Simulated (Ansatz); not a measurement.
## Convergence test, Zr$_{2}$N

These are results of DFT r2SCAN, scalar-relativistic, plane waves, PAW (Ansatz), not measurements.

```yaml
crystal:
  lattice:
    - [5.41300, 0.00000, 0.00000]
    - [0.00000, 5.41300, 0.00000]
    - [0.00000, 0.00000, 3.30779]
  atoms:
    - { symbol: Zr, position: [0.29613, 0.29613, 0.00000] }
    - { symbol: Zr, position: [0.70387, 0.70387, 0.00000] }
    - { symbol: Zr, position: [0.79613, 0.20387, 0.50000] }
    - { symbol: Zr, position: [0.20387, 0.79613, 0.50000] }
    - { symbol: N, position: [0.00000, 0.00000, 0.00000] }
    - { symbol: N, position: [0.50000, 0.50000, 0.50000] }
```

* plane-wave cutoff: 500 eV
* Γ-centred k-mesh: 8×8×10
* occupation rule: Gaussian smearing, 0.1 eV
* spin treatment: unpolarised

The atoms stay fixed while the level of the exchange-correlation grid is varied. ΔE is the energy extrapolated to zero smearing, less that of the reference run (4). The cell isn't necessarily relaxed at this level. Pressure is positive in compression.

```
level  ΔE (meV/atom) P (GPa) largest change of a force component (eV/Å)
    1              ?        ?                                           ?
    2          -0.06    -0.21                                       0.000
    3          -0.01    -0.20                                       0.000
    4           0.00    -0.20                                       0.000
```

Question: Fill in the withheld rows.

Answer: The withheld rows:

| level | ΔE (meV/atom) | P (GPa) | largest change of a force component (eV/Å) |
| --- | --- | --- | --- |
| 1 | 0.53 | -0.22 | 0.000 |

Cost: 4 runs of about 0.83 core-minutes in all, on AMD EPYC 9R45 (Zen 5) (shared hosts).